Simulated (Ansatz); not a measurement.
The polar optical mode of NaH at 2 GPa, worked through

Computed with Ansatz 0.2.0, DFT PBEsol, scalar-relativistic, plane waves, PAW. Plane waves to 420 eV; Γ-centred k mesh 8×8×8; fixed occupations. No spin polarisation. Phonons by linear response, acoustic sum rule imposed.

The cell, relaxed at 2 GPa:
```cif
data_structure
_symmetry_space_group_name_H-M 'Fm-3m'
_symmetry_Int_Tables_number 225
_cell_length_a 4.6769
_cell_length_b 4.6769
_cell_length_c 4.6769
_cell_angle_alpha 90.000
_cell_angle_beta 90.000
_cell_angle_gamma 90.000
_cell_volume 102.30
loop_
_atom_site_label
_atom_site_type_symbol
_atom_site_symmetry_multiplicity
_atom_site_Wyckoff_symbol
_atom_site_fract_x
_atom_site_fract_y
_atom_site_fract_z
_atom_site_occupancy
Na1 Na 4 a 0.00000 0.00000 0.00000 1
H1 H 4 b 0.50000 0.00000 0.00000 1
```

Linear response gives ν_TO = 591.8 cm⁻¹, Born charges ±0.938 e (positive on Na) and ε∞ = 3.260. The primitive cell holds 25.575 Å³, and the masses are 22.990 and 1.008 amu.

Q: Find ν_LO and the static dielectric constant.

A: The long-wave field adds a restoring force: ω_LO² − ω_TO² = Z*²e²/(ε_vac ε∞ μV). In these units ν_LO² − ν_TO² = 4.92064×10⁷ Z*²/(μ V ε∞) cm⁻², with μ = m₁m₂/(m₁ + m₂) = 0.966 amu: 537465 cm⁻². So ν_LO = √(591.8² + 537465) = 942.2 cm⁻¹, and the run gives 942.2. Lyddane–Sachs–Teller then gives ε0 = ε∞ (ν_LO/ν_TO)² = 8.26, against 8.26 in the run (it forms both from the same three quantities, so the match checks the arithmetic only). Between ν_TO and ν_LO the dielectric function is negative and an undamped crystal reflects fully: a reststrahlen band from 10.6 to 16.9 μm.

Q: What do the Clausius–Mossotti polarisability and the Szigeti charge come to?

A: With the Lorentz local field, α = (3V/4π)(ε∞ − 1)/(ε∞ + 2) = 2.62 Å³ for the pair, and e_S = 3Z*/(ε∞ + 2) = 0.53 e. The Born charge includes the electrons' response to the dipole's own local field, and e_S takes that enhancement out. The Lorentz field assumes point-like polarisable ions, a fair picture at this small ε∞.

Q: How strongly does a slow electron couple to the LO mode?

A: For one isotropic parabolic band, Fröhlich's constant is α_F = (1/ε∞ − 1/ε0) √(m* Ry/ħω_LO), with Ry = 13.606 eV, ħω_LO = 116.8 meV and m* in free-electron masses: α_F = 0.1857 × 10.79 × √m* = 2.00 √m*. The band mass isn't part of this run; for m* = 0.1, 0.3 and 1 it gives 0.63, 1.10, 2.00. In weak coupling the polaron lies α_F ħω_LO below the band edge (128 meV at m* = 0.3) with a mass m*(1 + α_F/6); past α_F of about 5 or 6 that expansion fails. A semilocal functional's ε∞ tends to be too large, which taken alone lowers α_F.

Cost: 1 run of about 0.37 core-minutes, on Arm Neoverse N1 (shared hosts).